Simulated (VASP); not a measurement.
Here is a VASP 6.6.1 calculation.

Contents of INCAR:

```
  AGGAC = 0.0
  ALGO = Normal
  EDIFF = 1E-7
  EDIFFG = -0.005
  ENCUT = 600
  GGA = MK
  IBRION = 2
  ISIF = 3
  ISMEAR = 0
  LASPH = T
  LCHARG = F
  LREAL = F
  LUSE_VDW = T
  LWAVE = F
  NELM = 80
  NSW = 90
  PARAM1 = 0.1234
  PARAM2 = 0.711357
  PREC = Accurate
  SIGMA = 0.03
  ZAB_VDW = -1.8867
```

The input KPOINTS:

```
k-points
0
Gamma
  8 8 8
```

Contents of POSCAR:

```
KTaO3                                   
1.0
    4.0075864804      0.0000000000     -0.0000000000
    0.0000000000      4.0075864804     -0.0000000000
    0.0000000000      0.0000000000      4.0075864804
  K               Ta              O             
     1     1     3
Direct
     0.5000000000000000    0.5000000000000000    0.5000000000000000
     0.0000000000000000    0.0000000000000000    0.0000000000000000
     0.5000000000000000    0.0000000000000000    0.0000000000000000
     0.0000000000000000    0.5000000000000000    0.0000000000000000
     0.0000000000000000    0.0000000000000000    0.5000000000000000
```

Potentials or basis: VASP PAW PBE potentials, release 64 (K_sv, Ta_pv, O).

Command:

```console
$ cat potpaw_PBE.64/K_sv/POTCAR potpaw_PBE.64/Ta_pv/POTCAR potpaw_PBE.64/O/POTCAR > POTCAR
$ mpirun -np 1 vasp_std > vasp.out
```

Problem. Predict the band gap on the k mesh.

Solution. 2.13 eV, indirect (least direct gap 2.75 eV).

Final structure:
```
CELL_PARAMETERS angstrom
4.00759 0.00000 0.00000
0.00000 4.00759 0.00000
0.00000 0.00000 4.00759
ATOMIC_POSITIONS crystal
K 0.50000 0.50000 0.50000
Ta 0.00000 0.00000 0.00000
O 0.50000 0.00000 0.00000
O 0.00000 0.50000 0.00000
O 0.00000 0.00000 0.50000
```

Caveat: the relaxation stopped at its first step, so nothing moved; spin-orbit coupling is left out, which moves the levels of the heavy elements. A k mesh can miss the band edges.
